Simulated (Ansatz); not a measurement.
MnS:

```
Mn S
1.0
     0.00000    2.47346    2.47346
     2.47346    0.00000    2.47346
     2.47346    2.47346    0.00000
Mn S
1 1
Direct
  0.00000 0.00000 0.00000
  0.75000 0.75000 0.75000
```

The cell is a database's computed one.

```yaml
Program: Ansatz 0.2.0
Task: relaxation of cell and atoms
Functional: revPBE
Dispersion: D3(BJ)
Potentials_or_basis: Ansatz PAW
Cutoff: "420 eV (not typed: the program's choice for these potentials)"
k_mesh: 9 × 9 × 9
Occupations: fermi-dirac, width 0.05 eV
Spin: collinear spin, ferromagnetic start
Starting_moments: "[4.0, 0.0] μB"
```

At the start: volume 15.13 Å³/atom.

Problem. Where does the relaxation end?

Solution. It ends after 5 steps and the volume is 14.60 Å³/atom (-3.5 %); space group F-43m (No. 216, to 0.05 Å); moment 0.18 μB per cell.

The path:
```tsv
step	energy change (eV)	largest force (eV/Å)	volume (Å³)
1	0.0000	0.0000	30.27
2	-0.0154	0.0000	29.58
3	-0.0179	0.0000	29.17
4	-0.0179	0.0000	29.19
5	-0.0177	0.0000	29.19
```

Final structure:
```
CELL_PARAMETERS angstrom
0.00000 2.44388 2.44388
2.44388 0.00000 2.44388
2.44388 2.44388 0.00000
ATOMIC_POSITIONS crystal
Mn 0.00000 0.00000 0.00000
S 0.75000 0.75000 0.75000
```

Caveat: the plane-wave basis is chosen anew once the cell has moved, so the energies of steps on either side of that aren't comparable; the moment fell far below its start of 4 μB, so a state of higher moment may lie lower in energy; the PAW data sets come from PBE, with cores solved anew for the run's functional, which leaves a small shift of forces and pressure; the starting moments weren't kept.
